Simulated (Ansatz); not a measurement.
In under changes of volume

One of the cells (26.540 Å³/atom); the others are scaled copies at fixed shape and fractional positions:

```xyz
2
Lattice="3.3355 0.0000 0.0000 -1.6677 2.8886 0.0000 0.0000 0.0000 5.5091" Properties=species:S:1:pos:R:3 pbc="T T T"
In    1.6677    0.9629    4.1319
In    0.0000    1.9257    1.3773
```

This isn't the form of In at room conditions, which is tetragonal.

| Quantity | Value |
| --- | --- |
| Program | Ansatz 0.2.0 |
| Functional | HSE06 |
| Potentials or basis | Ansatz PAW |
| Cutoff | 420 eV (not typed: the program's choice for these potentials) |
| k mesh | 6 × 6 × 4 |
| Occupations | fermi-dirac, width 0.05 eV |
| Spin | no spin polarisation |

```csv
volume (Å³/atom),energy over the lowest point (meV/atom),pressure (GPa)
24.948,?,?
25.478,6.90,2.1
26.009,1.85,1.0
26.540,0.00,0.1
27.071,0.98,-0.7
27.602,4.45,-1.4
28.133,10.16,-2.0
```

**Question.** What does the run at 24.948 Å³/atom give?

**Answer.** Energy over the lowest point 15.55 meV/atom; pressure 3.2 GPa.

Worked out: A Birch-Murnaghan fit of order 3 (a polynomial in V^(-2/3)) to the other rows has its minimum at 26.61 Å³/atom with B0 = V·E''(V) = 42 GPa and B' = 5.1 at fixed shape and positions, which overstates the stiffness. It gives 15.53 meV/atom at 24.948 Å³/atom, against the run's 15.55, and -dE/dV = 3.2 GPa, against 3.2.

Energies are extrapolated to zero smearing.

Caveats: some runs use coarse meshes; the PAW data sets come from PBE, with cores solved anew for the run's functional, which leaves a small shift of forces and pressure; the thresholds are loose for stress.
